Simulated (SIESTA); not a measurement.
**Ge under changes of volume**

One of the cells (19.607 Å³/atom); the others are scaled copies at fixed shape and fractional positions:

```xyz
1
Lattice="1.3971 -2.6005 0.0000 1.3971 2.6005 0.0000 0.0000 0.0000 2.6982" Properties=species:S:1:pos:R:3 pbc="T T T"
Ge    1.3971    0.0000    0.0000
```

This isn't the form of Ge at room conditions, which is diamond.

| Property | Result |
| --- | --- |
| Program | SIESTA 5.4.2 |
| Functional | LDA |
| Potentials or basis | PseudoDojo 0.4 standard (LDA files) |
| Basis | DZP (energy shift 0.003 Ry; two zetas on semicore shells) |
| Grid cutoff | 800 Ry |
| Energy shift | 0.003 Ry |
| k mesh | 11 × 11 × 10 |
| Occupations | fermi-dirac, width 0.05 eV |
| Spin | no spin polarisation |

```tsv
volume (Å³/atom)	energy over the lowest point (meV/atom)	pressure (GPa)
18.431	0.00	-0.2
18.823	?	?
19.215	8.07	-2.9
19.607	16.78	-4.1
19.999	28.16	-5.1
20.391	41.88	-6.0
20.783	57.68	-6.8
```

**Question.** What does the run at 18.823 Å³/atom give?

**Answer.** Energy over the lowest point 2.35 meV/atom; pressure -1.6 GPa.

Worked out: A Birch-Murnaghan fit of order 3 (a polynomial in V^(-2/3)) to the other rows has its minimum at 18.38 Å³/atom, just outside them, with B0 = V·E''(V) = 74 GPa and B' = 4.7 at fixed shape and positions, which overstates the stiffness. It gives 2.34 meV/atom at 18.823 Å³/atom, against the run's 2.35, and -dE/dV = -1.7 GPa, against -1.6.

Energies are extrapolated to zero smearing.

Caveats: the basis of atomic orbitals isn't converged, which shifts pressures, moduli and gaps.
